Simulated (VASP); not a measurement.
# Li (P6_3/mmc) in VASP: settings compared, part 2 of 2

VASP 6.6.1. The steps go on from the part before.

### 3 Single point, PBE (z stretched by -3 % at fixed volume)

The input, INCAR:

```
SYSTEM = Li
ALGO = Normal ; EDIFF = 1E-6
ENCUT = 520 ; GGA = PE
ISIF = 2 ; ISMEAR = -1
LASPH = .True. ; LCHARG = .False.
LREAL = .False. ; LWAVE = .False.
NBANDS = 10 ; NELM = 100
PREC = Accurate ; SIGMA = 0.08
```

The input, KPOINTS:

```
k-points
0
Gamma
  15 15 8
  0 0 0
```

The input, POSCAR:

```
Li
1.0
    3.1587441042      0.0000000000      0.0000000000
   -1.5793720521      2.7355526383      0.0000000000
    0.0000000000      0.0000000000      4.9402100000
Li
2
Direct
    0.3333333333      0.6666666667      0.2500000000
    0.6666666667      0.3333333333      0.7500000000
```

Potentials or basis: VASP PAW PBE potentials, release 64 (Li_sv).

Command:

```bash
cat potpaw_PBE.64/Li_sv/POTCAR > POTCAR
mpirun -np 1 vasp_std > vasp.out
```

OUTCAR:

```text
SYSTEM = Li
   EDIFF = 1E-6
   ENCUT = 520
   GGA = PE
   ISIF = 2
   ISMEAR = -1
   LASPH = .True.
   LREAL = .False.
   NELM = 100
   PREC = Accurate

 ion  position               nearest neighbor table
   1  0.333  0.667  0.250-
   2  0.667  0.333  0.750-

  LATTYP: Found a hexagonal cell.
 ALAT       =     3.1587441042
 C/A-ratio  =     1.5639791756

  Lattice vectors:

 A1 = (   3.1587441042,   0.0000000000,   0.0000000000)
 A2 = (  -1.5793720521,   2.7355526383,   0.0000000000)
 A3 = (   0.0000000000,   0.0000000000,   4.9402100000)

Analysis of symmetry for initial positions (statically):
=====================================================================
 Subroutine PRICEL returns:
 Original cell was already a primitive cell.

 Routine SETGRP: Setting up the symmetry group for a
 hexagonal supercell.

 Subroutine GETGRP returns: Found 24 space group operations
 (whereof 12 operations were pure point group operations)
 out of a pool of 24 trial point group operations.

The static configuration has the point symmetry D_3d.
 The point group associated with its full space group is D_6h.

Analysis of symmetry for dynamics (positions and initial velocities):
=====================================================================
 Subroutine PRICEL returns:
 Original cell was already a primitive cell.

 Routine SETGRP: Setting up the symmetry group for a
 hexagonal supercell.

 Subroutine GETGRP returns: Found 24 space group operations
 (whereof 12 operations were pure point group operations)
 out of a pool of 24 trial point group operations.

The dynamic configuration has the point symmetry D_3d.
 The point group associated with its full space group is D_6h.

 Subroutine INISYM returns: Found 24 space group operations
 (whereof 12 operations are pure point group operations),
 and found     1 'primitive' translations

----------------------------------------------------------------------------------------

                                     Primitive cell

  volume of cell :      42.6879

  direct lattice vectors                    reciprocal lattice vectors
     3.158744104  0.000000000  0.000000000     0.316581517  0.182778424  0.000000000
    -1.579372052  2.735552638  0.000000000     0.000000000  0.365556848  0.000000000
     0.000000000  0.000000000  4.940210000     0.000000000  0.000000000  0.202420545

  length of vectors
     3.158744104  3.158744104  4.940210000     0.365556848  0.365556848  0.202420545

  position of ions in fractional coordinates (direct lattice)
     0.333333333  0.666666667  0.250000000
     0.666666667  0.333333333  0.750000000

  ion indices of the primitive-cell ions
   primitive index   ion index
                 1           1
                 2           2

----------------------------------------------------------------------------------------

 KPOINTS: k-points

Automatic generation of k-mesh.
 Grid dimensions read from file:
 generate k-points for:   15   15    8

 Generating k-lattice:

  Cartesian coordinates                     Fractional coordinates (reciprocal lattice)
     0.021105434  0.012185228  0.000000000     0.066666667 -0.000000000  0.000000000
     0.000000000  0.024370457  0.000000000     0.000000000  0.066666667  0.000000000
     0.000000000  0.000000000  0.025302568     0.000000000  0.000000000  0.125000000

  Length of vectors
     0.024370457  0.024370457  0.025302568

  Shift w.r.t. Gamma in fractional coordinates (k-lattice)
     0.000000000  0.000000000  0.000000000

 Subroutine IBZKPT returns following result:
 ===========================================

 Found    135 irreducible k-points:

 Following reciprocal coordinates:
            Coordinates               Weight
  0.000000  0.000000  0.000000      1.000000
  0.066667  0.000000  0.000000      6.000000
  0.133333  0.000000  0.000000      6.000000
  0.200000 -0.000000  0.000000      6.000000
  0.266667  0.000000  0.000000      6.000000
  0.333333  0.000000  0.000000      6.000000
[... 16 lines left out ...]
  0.333333  0.200000  0.000000     12.000000
  0.400000  0.200000  0.000000      6.000000
 [... further k-points ...]
   k-points           NKPTS =    135   k-points in BZ     NKDIM =    135   number of bands    NBANDS=     10
   number of dos      NEDOS =    301   number of ions     NIONS =      2
   total plane-waves  NPLWV =  23040
   dimension x,y,z NGX =    24 NGY =   24 NGZ =   40
   dimension x,y,z NGXF=    48 NGYF=   48 NGZF=   80
   ions per type =               2
   NGX,Y,Z   is equivalent  to a cutoff of  12.63, 12.63, 13.46 a.u.
   NGXF,Y,Z  is equivalent  to a cutoff of  25.26, 25.26, 26.92 a.u.
 SYSTEM =  Li
   PREC   = accura    normal or accurate (medium, high low for compatibility)
   ISTART =      0    job   : 0-new  1-cont  2-samecut
   ICHARG =      2    charge: 1-file 2-atom 10-const
   ISPIN  =      1    spin polarized calculation?
   LNONCOLLINEAR =      F non collinear calculations
   LSORBIT =      F    spin-orbit coupling
   LASPH  =      T    aspherical Exc in radial PAW
   ENCUT  =  520.0 eV  38.22 Ry    6.18 a.u.   5.87  5.87  9.19*2*pi/ulx,y,z
   NELM   =    100;   NELMIN=  2; NELMDL= -5     # of ELM steps
   EDIFF  = 0.1E-05   stopping-criterion for ELM
   LREAL  =      F    real-space projection
   EDIFFG = 0.1E-04   stopping-criterion for IOM
   NSW    =      0    number of steps for IOM
   IBRION =     -1    ionic relax: 0-MD 1-quasi-New 2-CG
   NFREE  =      0    steps in history (QN), initial steepest desc. (CG)
   ISIF   =      2    stress and relaxation
   ISYM   =      2    0-nonsym 1-usesym 2-fastsym
   POTIM  = 0.5000    time-step for ionic-motion
   TEBEG  =    0.0;   TEEND  =   0.0 temperature during run
   PSTRESS=    0.0 pullay stress
   NELECT =       6.0000    total number of electrons
   NUPDOWN=      -1.0000    fix difference up-down
   EMIN   =  10.00;   EMAX   =-10.00  energy-range for DOS
   EFERMI =   0.00;   METHOD = LEGACY
   ISMEAR =    -1;   SIGMA  =   0.08  broadening in eV -4-tet -1-fermi 0-gaus
   EFERMI_NEDOS =   21; number of points for ismear=-14 and -15
   IALGO  =     38    algorithm
   IMIX   =      4    mixing-type and parameters
     AMIX     =   0.40;   BMIX     =  1.00
     AMIX_MAG =   1.60;   BMIX_MAG =  1.00
  volume/ion in A,a.u.               =      21.34       144.04
  Fermi-wavevector in a.u.,A,eV,Ry     =   0.851184  1.608505  9.857621  0.724515
  Thomas-Fermi vector in A             =   1.967278
   LORBIT       =      0    0 simple, 1 ext, 2 COOP (PROOUT), +10 PAW based schemes
   GGA     = PE    functional components
   LHFCALC =     F    Hartree Fock is set to
   AEXX    =    0.0000 exact exchange contribution
   IVDW    =     0    specifies the selected vdW correction
   LEPSILON=     F    determine dielectric tensor
   LRPA    =     F    only Hartree local field effects (RPA)
 non-spin polarized calculation
  energy-cutoff  :      520.00
  volume of cell :       42.69
 maximum number of plane-waves:      1170
 NGX is ok and might be reduce to    24
   NGX = 11   NGY = 11   NGZ = 19

 number of electron       6.0000006 magnetization

 Free energy of the ion-electron system (eV)
  ---------------------------------------------------
  ext. energy  EPLUGINS =         0.00000000
  ---------------------------------------------------
  free energy    TOTEN  =        -3.81446726 eV

  energy without entropy =       -3.79355718  energy(sigma->0) =       -3.80401222

 E-fermi :   0.4776     XC(G=0):  -6.9197

 val. band max:        0.4671071959   @ k =   0.3333   0.0000   0.3750
 cond. band min:       0.4777086809   @ k =   0.4000  -0.0000   0.5000
 fundamental gap:      0.0106014851
 Fermi energy:         0.4776033242

 k-point     1 :       0.0000    0.0000    0.0000
  band No.  band energies     occupation
      1     -46.1377      2.00000
      2     -46.1205      2.00000
      3      -3.0081      2.00000
      4       0.7244      0.08745
      5       3.5842      0.00000
      6      12.0034      0.00000
      7      12.0034      0.00000
      8      13.4439      0.00000
      9      13.4440      0.00000
     10      15.0586      0.00000
[... 287 lines left out ...]
 k-point    24 :       0.4000    0.2000    0.0000
  band No.  band energies     occupation
      1     -46.1221      2.00000
      2     -46.1187      2.00000
      3       0.8796      0.01305
      4       1.7996      0.00000
      5       4.4810      0.00000
      6       5.6649      0.00000
      7       6.7341      0.00000
      8       6.7691      0.00000
      9      10.2036      0.00000
     10      10.5714      0.00000

 [... further k-points ...]

------------------------ aborting loop because EDIFF is reached ----------------------------------------

  FORCE on cell =-STRESS in cart. coord.  units (eV):
  Direction    XX          YY          ZZ          XY          YZ          ZX
  --------------------------------------------------------------------------------------
  -------------------------------------------------------------------------------------
  Total       -0.2593058     -0.2593058     -0.0623042     -0.0000000      0.0000000      0.0000000
  in kB       -9.7323553     -9.7323553     -2.3384234     -0.0000000      0.0000000      0.0000000
  external PRESSURE =      -7.2677113 kB  Pullay stress =       0.0000000 kB

 VOLUME and BASIS-vectors are now :
 -----------------------------------------------------------------------------
  energy-cutoff  :      520.00
  volume of cell :       42.69
      direct lattice vectors                 reciprocal lattice vectors
     3.158744104  0.000000000  0.000000000     0.316581517  0.182778424  0.000000000
    -1.579372052  2.735552638  0.000000000     0.000000000  0.365556848  0.000000000
     0.000000000  0.000000000  4.940210000     0.000000000  0.000000000  0.202420545

 POSITION                                       TOTAL-FORCE (eV/Angst)
 -----------------------------------------------------------------------------------
     -0.00000      1.82370      1.23505        -0.000000      0.000000      0.000000
      1.57937      0.91185      3.70516         0.000000      0.000000      0.000000
 -----------------------------------------------------------------------------------
    total drift:                                0.000000     -0.000000      0.000000

  FREE ENERGIE OF THE ION-ELECTRON SYSTEM (eV)
  ---------------------------------------------------
  free  energy   TOTEN  =        -3.8144672619 eV

  energy  without entropy=       -3.7935571766  energy(sigma->0) =       -3.80401222
```

It took 13 s on 1 thread of Intel Xeon 6975P-C (Granite Rapids), shared host; peak memory 0.17 GiB.

What came out:

```
Free energy            : -3.8145 eV
Band gap on the k mesh : none (metal or under the smearing width)
```

Levels at points of the mesh, in eV from the Fermi level:
| k point | band 1 | band 2 | band 3 | band 4 | band 5 | band 6 | band 7 | band 8 |
| --- | --- | --- | --- | --- | --- | --- | --- | --- |
| (0.00, 0.00, 0.00) | -46.62 | -46.60 | -3.49 | 0.25 | 3.11 | 11.53 | 11.53 | 12.97 |
| (0.00, 0.00, 0.50) | -46.61 | -46.61 | -2.33 | -2.33 | 8.36 | 8.36 | 12.50 | 12.50 |

Caveat: the cutoff is under 1.25 times the usual one of these potentials, so pressure, stress and relaxed cells hold a basis-set (Pulay) error.

### 4 Single point, PBE (z stretched by -1.5 % at fixed volume)

The input, INCAR:

```
  PREC = Accurate
  ENCUT = 520
  EDIFF = 1E-7
  ISMEAR = -1
  SIGMA = 0.08
  LREAL = False
  LASPH = True
  NELM = 100
  ALGO = Normal
  ISIF = 2
  LWAVE = False
  LCHARG = False
  GGA = PE
  NBANDS = 10
```

The input, KPOINTS:

```
Automatic mesh
0
Gamma
  15 15 8
```

The input, POSCAR:

```
Li
1.0
    3.1346004833      0.0000000000      0.0000000000
   -1.5673002416      2.7146436492      0.0000000000
    0.0000000000      0.0000000000      5.0166050000
Li
2
Direct
    0.3333333333      0.6666666667      0.2500000000
    0.6666666667      0.3333333333      0.7500000000
```

Command:

```bash
cat potpaw_PBE.64/Li_sv/POTCAR > POTCAR
mpirun -np 1 vasp_std > vasp.out
```

Run time: 13 s. Hardware: 1 thread of Intel Xeon 6975P-C (Granite Rapids), shared host; peak memory 0.16 GiB.

The run converged. Its results:

| Item | Value |
| --- | --- |
| Free energy | -3.8168 eV |
| Band gap on the k mesh | none (metal or under the smearing width) |

Levels at points of the mesh, in eV from the Fermi level:
```tsv
k point	band 1	band 2	band 3	band 4	band 5	band 6	band 7
(0.00, 0.00, 0.00)	-46.61	-46.60	-3.49	0.12	2.92	11.78	11.78
(0.00, 0.00, 0.50)	-46.61	-46.61	-2.37	-2.37	8.00	8.00	12.71
```

Caveat: the cutoff is under 1.25 times the usual one of these potentials, so pressure, stress and relaxed cells hold a basis-set (Pulay) error.

### 5 Overview

```csv
level,cell,gap on the mesh (eV)
r2SCAN,as given,none
PBE,z stretched by -3 % at fixed volume,none
PBE,z stretched by -1.5 % at fixed volume,none
```

Alike in all rows: task single point; potentials or basis VASP PAW PBE potentials, release 64 (Li_sv); no spin polarisation; k mesh 15 × 15 × 8; cutoff (eV) 520; smearing fermi-dirac 0.08 eV.

Caveats: the cutoff is under 1.25 times the usual one of these potentials, so pressure, stress and relaxed cells hold a basis-set (Pulay) error; the PAW data sets were made with another functional, which shifts forces and pressure a little (some runs).

Total energies depend on the potentials used, so only differences within one code and one set of settings carry meaning.
